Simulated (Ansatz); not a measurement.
# Cu (P6_3/mmc) in Ansatz: notebook

One crystal, Cu, is run at these levels: PBEsol; tasks: band structure.

Program: Ansatz 0.2.0. These are calculated values, not measurements. Logs are shortened: lines on timing, memory, paths and dates and some standing lists are left out, and cuts for length are marked.

## Step 1: Starting point

It takes space group P6_3/mmc (No. 194, hexagonal). Conventional cell: a = 2.531 Å, b = 2.531 Å, c = 8.262 Å, α = 90.00°, β = 90.00°, γ = 120.00°. Around Cu (site symmetry -6m2) lie 12 Cu at 2.53 Å. Around Cu (site symmetry -3m) lie 12 Cu at 2.53 Å.

This isn't the form of Cu at room conditions, which is fcc.

## Step 2: Band structure, PBEsol

input.yaml

```yaml
crystal:
  lattice:
    - [2.5307640267, 0.0, 0.0]
    - [-1.2653820134, 2.1917059381, 0.0]
    - [0.0, 0.0, 8.26181508]
  atoms:
    - { symbol: Cu, position: [0.6666666667, 0.3333333333, 0.75] }
    - { symbol: Cu, position: [0.0, 0.0, 0.5] }
    - { symbol: Cu, position: [0.3333333333, 0.6666666667, 0.25] }
    - { symbol: Cu, position: [0.0, 0.0, 0.0] }
hamiltonian:
  xc: pbesol
  pseudopotentials: { kind: paw }
kpoints:
  mp_grid: { grid: [12, 12, 4] }
  band_path:
    path:
      - [[0.0, 0.0, 0.0], [0.5, 0.0, 0.0], [0.3333333333, 0.3333333333, 0.0], [0.0, 0.0, 0.0], [0.0, 0.0, 0.5], [0.5, 0.0, 0.5], [0.3333333333, 0.3333333333, 0.5], [0.0, 0.0, 0.5]]
      - [[0.5, 0.0, 0.5], [0.5, 0.0, 0.0]]
      - [[0.3333333333, 0.3333333333, 0.0], [0.3333333333, 0.3333333333, 0.5]]
    npoints: 14
scf:
  occupations: { method: fermi_dirac, width: 0.05 }
  n_extra_bands: 10
output:
  forces: true
  stress: true
  eigenvalues: true
  fatbands: true
```

Potentials or basis: Ansatz PAW.

Run with:

```
ansatz run input.yaml --threads 2 --pin off --max-ram 5632MiB --backend cpu --events-out ev --progress --plain --runs-dir out
```

Output:

```text
Warning: RAYON_NUM_THREADS=2 ignored (pool sized by the plan → 2); use --threads N
scf.n_extra_bands = 10 over 38 filled bands (N_el = 76.0): the run solves 48 bands
Engine: ansatz 0.2.0, x86_64-unknown-linux-gnu
Pseudopotentials: kind: paw
Pseudopotential: Cu, paw, valence charge 19, recommended cutoff 420 eV (normal), Cu.paw.azcp
Functional definition: PBEsol
  exchange = pbesol_x
  correlation = pbesol_c
Crystal: 4 atoms, lattice volume = 45.826 Å³
Basis set: ecut = 420 eV, 909 PW (Γ), exchange–correlation on 36×36×120 points (8 copies of the dense FFT grid, shifted against one another)
Bands: 48, of which v1, the nominal top of the filled ones, is band 38 counted from 1 (37 counted from 0)
Symmetry: 24 space group operations
Space group: P63/mmc (ITA 194), of the structure as read, at distance tolerance 3.6e-5 Å
k-points: 57 of 576
Non-local potential: Cu, projectors of the file, l = 0: 3, l = 1: 2, l = 2: 3, l = 3: 1
PAW form: soft (Blöchl's): semilocal exchange-correlation on the pseudo side does not see the compensation charge
PAW frozen core: Cu, regenerated for the run's functional, and the local potential with it (the file was generated under x = pbe(κ = 0.804, μ = 0.2195149727645171), c = pbe(β = 0.06672455060314922))
PAW one-centre angular grid: Cu, 590 points (default); XC on 64 Gauss nodes
Initial density: superposition of atomic densities (neutral atoms: chi_scale 0, normalization atom), corrected by the library's trained network
Initial wavefunctions: pseudopotential atomic-orbital guess
Functional: x = pbesol(κ = 0.804, μ = 0.12345679012345678), c = pbesol(β = 0.046)
SCF iter   1: F=—  HF=-26355.089454 eV  |F-HF|=—  |Δ(HF+E_count)|=         —  Δρ=2.12e-2  dr2=1.07e-1  ethr=1.77e-3  ⟨swp⟩=5.3  Hψ=8957  notcnv=0  defer=84
preconditioner: auto → Kerker (q_TF=auto, 2.968 Å⁻¹)  [metal: Δε(μ)=0.079 eV  Ē_g=12.307 eV  σ=0.050 eV  W_gap=0.35  n_scr=24 (ndim 8)  ℏωp=36.4 eV  f_vac=0.000  D(μ)=1.71/eV (n_scr^D=6)]
SCF iter   2: F=—  HF=-26355.066333 eV  |F-HF|=—  |Δ(HF+E_count)|=   2.31e-2  Δρ=2.55e-3  dr2=2.14e-3  ethr=1.41e-4  ⟨swp⟩=2.0  Hψ=4600  notcnv=0  defer=195
SCF iter   3: F=—  HF=-26355.065332 eV  |F-HF|=—  |Δ(HF+E_count)|=   1.00e-3  Δρ=2.41e-3  dr2=1.88e-3  ethr=2.82e-6  ⟨swp⟩=2.4  Hψ=4551  notcnv=0  defer=195
SCF iter   4: F=—  HF=-26355.064672 eV  |F-HF|=—  |Δ(HF+E_count)|=   6.61e-4  Δρ=2.76e-4  dr2=3.94e-5  ethr=2.47e-6  ⟨swp⟩=2.3  Hψ=3600  notcnv=0  defer=195
SCF iter   5: F=—  HF=-26355.064721 eV  |F-HF|=—  |Δ(HF+E_count)|=   4.89e-5  Δρ=1.09e-4  dr2=6.88e-6  ethr=5.18e-8  ⟨swp⟩=2.1  Hψ=3904  notcnv=0  defer=195
SCF iter   6: F=—  HF=-26355.064720 eV  |F-HF|=—  |Δ(HF+E_count)|=   1.30e-6  Δρ=1.12e-4  dr2=5.98e-6  ethr=9.05e-9  ⟨swp⟩=2.0  Hψ=3776  notcnv=0  defer=195
SCF iter   7: F=—  HF=-26355.064718 eV  |F-HF|=—  |Δ(HF+E_count)|=   1.11e-6  Δρ=1.86e-5  dr2=2.20e-7  ethr=7.86e-9  ⟨swp⟩=2.4  Hψ=3409  notcnv=0  defer=195
SCF iter   8: F=-26355.064718 eV  HF=-26355.064718 eV  |F-HF|=3.30e-9  |Δ(HF+E_count)|=   5.80e-8  Δρ=5.02e-6  dr2=8.87e-9  ethr=1.32e-10  ⟨swp⟩=8.2  Hψ=11574  notcnv=0
SCF 1 converged in 8 iterations: F = -26355.064718 eV  dr2 = 8.87e-9
NSCF: frozen V_eff on 129 k-points
SCF converged after 8 iterations
Free energy (F): -26355.064718 eV
Harris-Foulkes:  -26355.064718 eV  (|F-HF|=3.30e-9)
Internal energy: -26355.051519 eV  (E = F + TS)
E sigma→0 (E₀):  -26355.058119 eV
Entropy (-TS):   -0.013199 eV (-3.300 meV/atom)
Fermi energy:    17.162946 eV
--- Per-component energies (eV) ---
  E_band       = -1400.566884
  E_kinetic    = 1201.885753
  E_local      = -15973.843527  (includes V_loc(G=0)·N_el)
  E_nonlocal   = 1564.813849
  E_hartree    = 7032.185490
  E_xc         = -357.119978
  E_vxc        = -462.910420  (∫ρ·V_xc dr)
  E_paw        = -6503.821106  (= ΣΔE_a)
  E_vpaw       = -1794.879276  (= ΣTr[D̂ρ^β])
  E_aug_tail   = 0.001014  (compensation charges beyond the density's cutoff)
  E_ewald      = -13319.977822
  E_core_change = 0.824809  (= ΣΔE_core)
  E_smearing   = -0.013199  (= −TS)
  E_closure    = 0.000000  (closes the sum)
  Σ components = -26355.064718   (vs F -26355.064718, Δ=0.00e0)
--- Forces (eV/Å), atoms counted from 1 ---
  atom   1  Cu    -0.00000000    -0.00000000     0.00000000
  atom   2  Cu    -0.00000000     0.00000000     0.00000000
  atom   3  Cu     0.00000000     0.00000000     0.00000000
  atom   4  Cu    -0.00000000     0.00000000     0.00000000
  max |Σ_I F_I| component: 2.31e-18 eV/Å
--- Stress (GPa, compression-positive) ---
       -1.721815       0.000000       0.000000
        0.000000      -1.721815       0.000000
        0.000000       0.000000      -2.188377
  P = ⅓ Tr σ = -1.8773 GPa (-18.773 kbar)
--- Band table (eV; the first three rows and the last of 57) ---
  k-point 0: bands = ["-95.0824", "-95.0794", "-95.0607", "-95.0577", "-52.6585", "-52.6043", "-52.5893", "-52.5548", "-52.5548", "-52.5513", "-52.5513", "-52.5348", "-52.5306", "-52.5306", "-52.5271", "-52.5271", "7.5648", "9.7282", "9.7434", "11.9652", "13.8747", "13.8768", "14.1288", "14.1288", "14.1298", "14.1298", "14.1473", "14.3324", "14.3324", "14.3524", "14.3524", "14.8641", "14.8641", "15.1266", "15.1266", "15.2922", "15.2922", "15.5963", "15.5963", "16.0747", "21.1443", "29.9004", "29.9015", "38.6513", "39.3567", "39.3859", "39.3859", "39.9573"]
  k-point 1: bands = ["-95.0820", "-95.0799", "-95.0602", "-95.0581", "-52.6539", "-52.6215", "-52.5721", "-52.5544", "-52.5544", "-52.5519", "-52.5519", "-52.5394", "-52.5300", "-52.5300", "-52.5276", "-52.5276", "7.7106", "8.8347", "10.7133", "11.8719", "13.9320", "13.9932", "14.1163", "14.1486", "14.1486", "14.1527", "14.1527", "14.2997", "14.2997", "14.3186", "14.3186", "14.9049", "14.9049", "15.0789", "15.0789", "15.3571", "15.3571", "15.4669", "15.5619", "15.5619", "22.1236", "26.9455", "33.0589", "38.7352", "39.0326", "39.4984", "39.4984", "39.6959"]
  k-point 2: bands = ["-95.0810", "-95.0810", "-95.0591", "-95.0591", "-52.6408", "-52.6408", "-52.5532", "-52.5532", "-52.5532", "-52.5532", "-52.5527", "-52.5527", "-52.5287", "-52.5287", "-52.5287", "-52.5287", "8.1415", "8.1415", "11.4943", "11.4943", "14.0336", "14.0336", "14.1855", "14.1855", "14.1855", "14.1855", "14.2633", "14.2633", "14.2633", "14.2633", "14.5143", "14.5143", "14.9920", "14.9920", "14.9920", "14.9920", "15.4704", "15.4704", "15.4704", "15.4704", "24.2828", "24.2828", "36.3316", "36.3316", "38.9736", "38.9736", "39.8059", "39.8059"]
  k-point 56: bands = ["-95.0674", "-95.0674", "-95.0487", "-95.0487", "-52.6319", "-52.6319", "-52.6184", "-52.6184", "-52.6168", "-52.6168", "-52.5933", "-52.5933", "-52.5693", "-52.5693", "-52.5641", "-52.5641", "13.0358", "13.0358", "13.1280", "13.1280", "13.1888", "13.1888", "13.3165", "13.3165", "13.9002", "13.9002", "13.9353", "13.9353", "14.7187", "14.7187", "15.0364", "15.0364", "15.4900", "15.4900", "15.5876", "15.5876", "20.6333", "20.6333", "20.9431", "20.9431", "21.4149", "21.4149", "24.5389", "24.5389", "25.7625", "25.7625", "26.7302", "26.7302"]
```

Run time: 4.9 s. Hardware: 2 threads of Intel Xeon 6975P-C (Granite Rapids), shared host; peak memory 0.43 GiB.

Results:

```
Free energy            : -26355.0647 eV
Pressure               : -1.9 GPa
Band gap on the k mesh : none (metal or under the smearing width)
```

Levels at the corners of the path, in eV from the Fermi level:
| point | band 35 | band 36 | band 37 | band 38 | band 39 | band 40 |
| --- | --- | --- | --- | --- | --- | --- |
| Γ | -2.04 | -1.87 | -1.87 | -1.57 | -1.57 | -1.09 |
| M | -1.42 | -1.41 | -0.64 | 0.38 | 1.05 | 1.61 |
| K | -1.68 | -1.61 | 3.30 | 3.30 | 3.53 | 4.17 |
| Γ | -2.04 | -1.87 | -1.87 | -1.57 | -1.57 | -1.09 |
| A | -2.17 | -2.17 | -1.69 | -1.69 | -1.69 | -1.69 |
| L | -1.43 | -1.43 | 0.09 | 0.09 | 1.41 | 1.41 |
| H | -1.58 | -1.58 | 3.47 | 3.47 | 3.78 | 3.78 |
| A | -2.17 | -2.17 | -1.69 | -1.69 | -1.69 | -1.69 |
| L | -1.43 | -1.43 | 0.09 | 0.09 | 1.41 | 1.41 |
| M | -1.42 | -1.41 | -0.64 | 0.38 | 1.05 | 1.61 |
| K | -1.68 | -1.61 | 3.30 | 3.30 | 3.53 | 4.17 |
| H | -1.58 | -1.58 | 3.47 | 3.47 | 3.78 | 3.78 |

Caveat: the PAW data sets come from PBE, with cores solved anew for the run's functional, which leaves a small shift of forces and pressure.

## Step 3: Band structure, PBEsol

Edit input.yaml of step 2 so:

```diff
@@ -12,3 +12,3 @@
   xc: pbesol
-  pseudopotentials: { kind: paw }
+  pseudopotentials: { kind: paw, source: jth, xc_functional: pbe }
 kpoints:
@@ -28,2 +28,2 @@
   eigenvalues: true
-  fatbands: true
+  fatbands: false
```

Potentials or basis: JTH PAW.

Run with:

```
ansatz run input.yaml --threads 2 --pin off --max-ram 5632MiB --backend cpu --events-out ev --progress --plain --runs-dir out
```

Run time: 18 s. Hardware: 2 threads of Intel Xeon 6975P-C (Granite Rapids), shared host; peak memory 1 GiB.

The run converged. Its results:

```yaml
Free_energy: -26352.3400 eV
Pressure: -1.9 GPa
Band_gap_on_the_k_mesh: none (metal or under the smearing width)
```

Stress tensor (GPa, compression positive):
```
-1.79  0.00  0.00
 0.00 -1.79  0.00
 0.00  0.00 -2.25
```

Levels at the corners of the path, in eV from the Fermi level:
```csv
point,band 33,band 34,band 35,band 36,band 37,band 38,band 39,band 40,band 41,band 42
Γ,-2.29,-2.03,-2.03,-1.86,-1.86,-1.56,-1.56,-1.10,4.01,12.77
M,-1.47,-1.43,-1.42,-1.40,-0.66,0.36,1.05,1.61,4.81,4.83
K,-1.73,-1.67,-1.67,-1.61,3.30,3.30,3.54,4.15,4.83,4.83
Γ,-2.29,-2.03,-2.03,-1.86,-1.86,-1.56,-1.56,-1.10,4.01,12.77
A,-2.16,-2.16,-2.16,-2.16,-1.69,-1.69,-1.69,-1.69,7.14,7.14
L,-1.51,-1.51,-1.43,-1.43,0.08,0.08,1.41,1.41,5.29,5.29
H,-1.67,-1.67,-1.57,-1.57,3.46,3.46,3.78,3.78,4.26,4.26
A,-2.16,-2.16,-2.16,-2.16,-1.69,-1.69,-1.69,-1.69,7.14,7.14
L,-1.51,-1.51,-1.43,-1.43,0.08,0.08,1.41,1.41,5.29,5.29
M,-1.47,-1.43,-1.42,-1.40,-0.66,0.36,1.05,1.61,4.81,4.83
K,-1.73,-1.67,-1.67,-1.61,3.30,3.30,3.54,4.15,4.83,4.83
H,-1.67,-1.67,-1.57,-1.57,3.46,3.46,3.78,3.78,4.26,4.26
```
